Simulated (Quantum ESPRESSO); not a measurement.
**GaP (F-43m): zone-centre phonons**

Which modes does GaP (F-43m) have at the zone centre?

Main program and level: Quantum ESPRESSO 7.5; DFT LDA, scalar-relativistic, plane waves, PseudoDojo norm-conserving pseudopotentials.

**Measured values to reproduce.**

For GaP, zinc blende (literature value (Ref. 21), 300 K), “Temperature dependence of the optical phonon reflection band in GaP” (2021, arxiv:2105.06662) quotes earlier work: Raman mode (TO at Gamma) 367.3 cm⁻¹; infrared mode (TO at Gamma) 366.3 ± 0.3 cm⁻¹.

## Step 1: Starting point

The structure is cubic, space group F-43m (No. 216). Conventional cell: a = 5.451 Å, b = 5.451 Å, c = 5.451 Å, α = 90.00°, β = 90.00°, γ = 90.00°. Nearest to Ga lie 4 P at 2.36 Å. Nearest to P lie 4 Ga at 2.36 Å. Farther neighbours are not listed.

## Step 2: A first look

A cheap run with smearing and empty bands tells whether the crystal has a gap, which decides between fixed occupations and smearing later on.

File probe.in:

```
&CONTROL
  calculation = 'scf'
  prefix      = 'x'
  outdir      = './tmp'
  pseudo_dir  = './pseudo'
  tprnfor     = .true.
  tstress     = .true.
  verbosity   = 'high'
/
&SYSTEM
  ibrav       = 0
  nat         = 2
  ntyp        = 2
  ecutwfc     = 80.0
  occupations = 'smearing'
  smearing    = 'gaussian'
  degauss     = 0.01
/
&ELECTRONS
  conv_thr         = 1.0d-07
  mixing_beta      = 0.7
  electron_maxstep = 100
/
ATOMIC_SPECIES
 Ga     69.7230  Ga.upf
 P      30.9738  P.upf
CELL_PARAMETERS angstrom
     0.000000000    2.725250000    2.725250000
     2.725250000    0.000000000    2.725250000
     2.725250000    2.725250000    0.000000000
ATOMIC_POSITIONS crystal
 Ga     0.000000000   0.000000000   0.000000000
 P      0.250000000   0.250000000   0.250000000
K_POINTS automatic
 6 6 6 0 0 0
```

Run with:

```bash
> OMP_NUM_THREADS=1 mpirun -n 4 pw.x -nk 4 -in probe.in > probe.out
```

The program printed:

```text
[banners, grids, parts of the stress and lines that vanish by symmetry left out]
Program PWSCF v.7.5
     Message from routine setup:
     using ibrav=0 with symmetry is DISCOURAGED, use correct ibrav instead
[...]
kinetic-energy cutoff     =      80.0000  Ry
     charge density cutoff     =     320.0000  Ry
     scf convergence threshold =      1.0E-07
[...]
Exchange-correlation= SLA  PW   NOGX NOGC
                           (   1   4   0   0   0   0   0)
[...]
24 Sym. Ops. (no inversion) found
[...]
(     0          1          0      )
                  (     0          0          1      )
[...]
( -0.0000000  1.0000000  0.0000000 )
                  ( -0.0000000  0.0000000  1.0000000 )
[...]
(     1          0         -1      )
                  (     0          0         -1      )
[...]
(  0.0000000  1.0000000 -0.0000000 )
[...]
(     1         -1          0      )
                  (     0         -1          0      )
[...]
(  0.0000000 -0.0000000  1.0000000 )
                  (  0.0000000 -1.0000000  0.0000000 )
[...]
number of k points=    16  Gaussian smearing, width (Ry)=  0.0100
[...]
End of self-consistent calculation
[...]
the Fermi energy is     8.2343 ev
!    total energy              =    -166.69658619 Ry
[...]
convergence has been achieved in   6 iterations
[...]
atom    1 type  1   force =    -0.00000000    0.00000000    0.00000000
     atom    2 type  2   force =     0.00000000   -0.00000000   -0.00000000
[...]
Total force =     0.000000     Total SCF correction =     0.000000
[...]
total   stress  (Ry/bohr**3)                   (kbar)     P=      -29.11
[...]
XML data file, charge density, pseudopotentials, collected wavefunctions

   JOB DONE.
```

Elapsed: 6.5 s, on 4 MPI ranks of AMD EPYC (Zen 3), shared host.

Numbers from this step:

```yaml
volume_per_atom: 20.24 Å³
pressure: -2.911 GPa
gap_on_the_k_mesh: 1.498 eV
```

A gap of 1.5 eV opens on this mesh, so the crystal is taken as an insulator; the start stands at -2.9 GPa.

## Step 3: Relaxation

The relaxation runs at a cutoff a fifth above that of the response, since stress converges more slowly with the basis than frequencies do. Forces and stress are brought to rest with tight thresholds.

File relax.in:

```
&CONTROL
  calculation   = 'vc-relax'
  prefix        = 'x'
  outdir        = './tmp'
  pseudo_dir    = './pseudo'
  tprnfor       = .true.
  tstress       = .true.
  forc_conv_thr = 2.0d-05
  etot_conv_thr = 1.0d-07
  nstep         = 40
/
&SYSTEM
  ibrav       = 0
  nat         = 2
  ntyp        = 2
  ecutwfc     = 96
  occupations = 'fixed'
  nbnd        = 11
/
&ELECTRONS
  conv_thr         = 1.0d-11
  mixing_beta      = 0.7
  electron_maxstep = 100
/
&IONS
/
&CELL
  press_conv_thr = 0.2
/
ATOMIC_SPECIES
 Ga     69.7230  Ga.upf
 P      30.9738  P.upf
CELL_PARAMETERS angstrom
     0.000000000    2.725250000    2.725250000
     2.725250000    0.000000000    2.725250000
     2.725250000    2.725250000    0.000000000
ATOMIC_POSITIONS crystal
 Ga     0.000000000   0.000000000   0.000000000
 P      0.250000000   0.250000000   0.250000000
K_POINTS automatic
 8 8 8 0 0 0
```

Run with:

```bash
> OMP_NUM_THREADS=1 mpirun -n 4 pw.x -nk 4 -in relax.in > relax.out
```

The program printed:

```text
[banners, grids, parts of the stress and lines that vanish by symmetry left out]
[banner, memory and clock lines left out]
Program PWSCF v.7.5

[...]
kinetic-energy cutoff     =      96.0000  Ry
     charge density cutoff     =     384.0000  Ry
     scf convergence threshold =      1.0E-11
[...]
energy convergence thresh.=      1.0E-07
     force convergence thresh. =      2.0E-05
     press convergence thresh. =      2.0E-01
     Exchange-correlation= SLA  PW   NOGX NOGC
                           (   1   4   0   0   0   0   0)
[...]
24 Sym. Ops. (no inversion) found
[...]
number of k points=    29
[...]
End of self-consistent calculation
[...]
highest occupied, lowest unoccupied level (ev):     7.3597    8.8595
!    total energy              =    -166.69775683 Ry
[...]
convergence has been achieved in  11 iterations
[...]
atom    1 type  1   force =     0.00000000    0.00000000    0.00000000
     atom    2 type  2   force =     0.00000000    0.00000000    0.00000000
     Total force =     0.000000     Total SCF correction =     0.000000
[...]
total   stress  (Ry/bohr**3)                   (kbar)     P=      -29.10
[...]
number of bfgs steps    =   0
[...]
CELL_PARAMETERS (angstrom)
[...]
ATOMIC_POSITIONS (crystal)
Ga               0.0000000000        0.0000000000        0.0000000000
P                0.2500000000        0.2500000000        0.2500000000
[...]
New effective cutoffs (rho, wfc):  386.36   96.94
[...]
End of self-consistent calculation
[...]
highest occupied, lowest unoccupied level (ev):     7.5559    9.0336
!    total energy              =    -166.69839488 Ry
[...]
convergence has been achieved in   7 iterations
[...]
atom    1 type  1   force =     0.00000000    0.00000000    0.00000000
     atom    2 type  2   force =    -0.00000000   -0.00000000   -0.00000000
     Total force =     0.000000     Total SCF correction =     0.000000
[...]
total   stress  (Ry/bohr**3)                   (kbar)     P=      -17.27
[...]
number of bfgs steps    =   1
[...]
CELL_PARAMETERS (angstrom)
[...]
ATOMIC_POSITIONS (crystal)
Ga               0.0000000000        0.0000000000        0.0000000000
P                0.2500000000        0.2500000000        0.2500000000
[...]
New effective cutoffs (rho, wfc):  391.89   98.32
[...]
End of self-consistent calculation
[...]
highest occupied, lowest unoccupied level (ev):     7.8428    9.2779
!    total energy              =    -166.69871299 Ry
[...]
convergence has been achieved in   9 iterations
[...]
atom    1 type  1   force =     0.00000000   -0.00000000   -0.00000000
     atom    2 type  2   force =    -0.00000000    0.00000000    0.00000000
     Total force =     0.000000     Total SCF correction =     0.000000
[...]
total   stress  (Ry/bohr**3)                   (kbar)     P=        1.16
[...]
number of bfgs steps    =   2
[...]
CELL_PARAMETERS (angstrom)
[...]
ATOMIC_POSITIONS (crystal)
[...]
New effective cutoffs (rho, wfc):  391.54   98.24
[...]
End of self-consistent calculation
[...]
highest occupied, lowest unoccupied level (ev):     7.8248    9.2627
!    total energy              =    -166.69871431 Ry
[...]
convergence has been achieved in   7 iterations
[...]
atom    1 type  1   force =     0.00000000    0.00000000    0.00000000
     atom    2 type  2   force =    -0.00000000   -0.00000000   -0.00000000
     Total force =     0.000000     Total SCF correction =     0.000000
[...]
total   stress  (Ry/bohr**3)                   (kbar)     P=       -0.04
[...]
number of bfgs steps    =   3
[...]
small trust_radius: resetting bfgs history
[...]
CELL_PARAMETERS (angstrom)
[...]
ATOMIC_POSITIONS (crystal)
[...]
New effective cutoffs (rho, wfc):  391.55   98.24
[...]
End of self-consistent calculation
[...]
highest occupied, lowest unoccupied level (ev):     7.8251    9.2629
!    total energy              =    -166.69871431 Ry
[...]
convergence has been achieved in   4 iterations
[...]
atom    1 type  1   force =     0.00000000    0.00000000    0.00000000
     atom    2 type  2   force =     0.00000000   -0.00000000   -0.00000000
     Total force =     0.000000     Total SCF correction =     0.000000
[...]
total   stress  (Ry/bohr**3)                   (kbar)     P=       -0.02
[...]
bfgs converged in   5 scf cycles and   4 bfgs steps
[...]
End of BFGS Geometry Optimization
     Final enthalpy           =    -166.6987143098 Ry
     File ./tmp/x.bfgs deleted, as requested
[...]
CELL_PARAMETERS (angstrom)
[...]
ATOMIC_POSITIONS (crystal)
Ga              -0.0000000000        0.0000000000       -0.0000000000
P                0.2500000000        0.2500000000        0.2500000000
[...]
Final scf calculation at the relaxed structure.
[...]
kinetic-energy cutoff     =      96.0000  Ry
     charge density cutoff     =     384.0000  Ry
     scf convergence threshold =      1.0E-13
[...]
press convergence thresh. =      2.0E-01
     Exchange-correlation= SLA  PW   NOGX NOGC
                           (   1   4   0   0   0   0   0)
[...]
24 Sym. Ops. (no inversion) found
[...]
number of k points=    29
[...]
End of self-consistent calculation
[...]
highest occupied, lowest unoccupied level (ev):     7.8251    9.2629
!    total energy              =    -166.69871222 Ry
[...]
convergence has been achieved in  12 iterations
[...]
atom    1 type  1   force =     0.00000000   -0.00000000   -0.00000000
     atom    2 type  2   force =    -0.00000000    0.00000000    0.00000000
     Total force =     0.000000     Total SCF correction =     0.000000
[...]
total   stress  (Ry/bohr**3)                   (kbar)     P=       -0.02
[...]
XML data file, charge density, pseudopotentials, collected wavefunctions
```

The job ended after 77 s (4 MPI ranks; 5.1 min of CPU time).

Relaxation path:

```
step  energy less that of the first step (eV)  largest force (eV/Å)  pressure (GPa)  volume (Å³)
   1                                   0.0000                0.0000           -2.91        40.48
   2                                  -0.0087                0.0000           -1.73        39.88
   3                                  -0.0130                0.0000            0.12        39.04
   4                                  -0.0130                0.0000            0.00        39.09
   5                                  -0.0130                0.0000            0.00        39.09
   6                                  -0.0130                0.0000            0.00        39.09
```

```
conventional cell, symmetrised  before  after  change
                         a (Å)   5.451  5.387  -1.2 %
                         b (Å)   5.451  5.387  -1.2 %
                         c (Å)   5.451  5.387  -1.2 %
              volume (Å³/atom)   20.24  19.55  -3.4 %
```

The relaxed structure:

```xyz
2
Lattice="0.0000 2.6937 2.6937 2.6937 0.0000 2.6937 2.6937 2.6937 0.0000" Properties=species:S:1:pos:R:3 pbc="T T T"
Ga    0.0000    0.0000    0.0000
P     1.3469    1.3469    1.3469
```

The last row of the table of steps is pw.x's closing run on a basis chosen anew for the final cell, so its energy can jump.

Read from the output:

* volume per atom: 19.55 Å³
* pressure: -0.002 GPa
* gap on the k-mesh: 1.438 eV

The volume changes by -3.4 % from the cell with which this run began.

## Step 4: Self-consistent run for the response

The response is built on this ground state, so it is converged far tighter than an energy would need. With a gap, occupations are fixed, which also allows the response to an electric field.

File scf.in:

```
&CONTROL
  calculation = 'scf'
  prefix      = 'x'
  outdir      = './tmp'
  pseudo_dir  = './pseudo'
  tprnfor     = .true.
  tstress     = .true.
/
&SYSTEM
  ibrav       = 0
  nat         = 2
  ntyp        = 2
  ecutwfc     = 80.0
  occupations = 'fixed'
  nbnd        = 11
/
&ELECTRONS
  conv_thr         = 1.0d-12
  mixing_beta      = 0.7
  electron_maxstep = 100
/
ATOMIC_SPECIES
 Ga     69.7230  Ga.upf
 P      30.9738  P.upf
CELL_PARAMETERS angstrom
     0.000000000    2.693731027    2.693731027
     2.693731027    0.000000000    2.693731027
     2.693731027    2.693731027    0.000000000
ATOMIC_POSITIONS crystal
 Ga     0.000000000   0.000000000   0.000000000
 P      0.250000000   0.250000000   0.250000000
K_POINTS automatic
 8 8 8 0 0 0
```

Run with:

```bash
> OMP_NUM_THREADS=1 mpirun -n 4 pw.x -nk 4 -in scf.in > scf.out
```

The program printed:

```text
[banners, grids, parts of the stress and lines that vanish by symmetry left out]
[banner, memory and clock lines left out]
Program PWSCF v.7.5

[...]
kinetic-energy cutoff     =      80.0000  Ry
     charge density cutoff     =     320.0000  Ry
     scf convergence threshold =      1.0E-12
[...]
Exchange-correlation= SLA  PW   NOGX NOGC
                           (   1   4   0   0   0   0   0)
[...]
24 Sym. Ops. (no inversion) found
[...]
number of k points=    29
[...]
End of self-consistent calculation
[...]
highest occupied, lowest unoccupied level (ev):     7.8252    9.2629
!    total energy              =    -166.69867242 Ry
[...]
convergence has been achieved in  10 iterations
[...]
atom    1 type  1   force =     0.00000000   -0.00000000    0.00000000
     atom    2 type  2   force =    -0.00000000    0.00000000   -0.00000000
     Total force =     0.000000     Total SCF correction =     0.000000
[...]
total   stress  (Ry/bohr**3)                   (kbar)     P=       -0.29
[...]
XML data file, charge density, pseudopotentials, collected wavefunctions
```

It took 17 s on 4 MPI ranks; 66 s of CPU time.

Read from the output:

```
pressure : -0.02900 GPa
```

The cell stands at -0.029 GPa, close enough for phonons.

(Part 1 of 2 ends here.)

[Host names and launcher messages were left out of these logs when they were recorded.]

[Logs are printed without paths, hosts, clocks, repeated set-up lines and the standing remarks that a program may print on its own settings, such as how far it seeks lower states.]

[Hosts, paths, dates, database ids (printed as entryN), source tags and the programs' standing remarks are cut or masked in the printed files.]
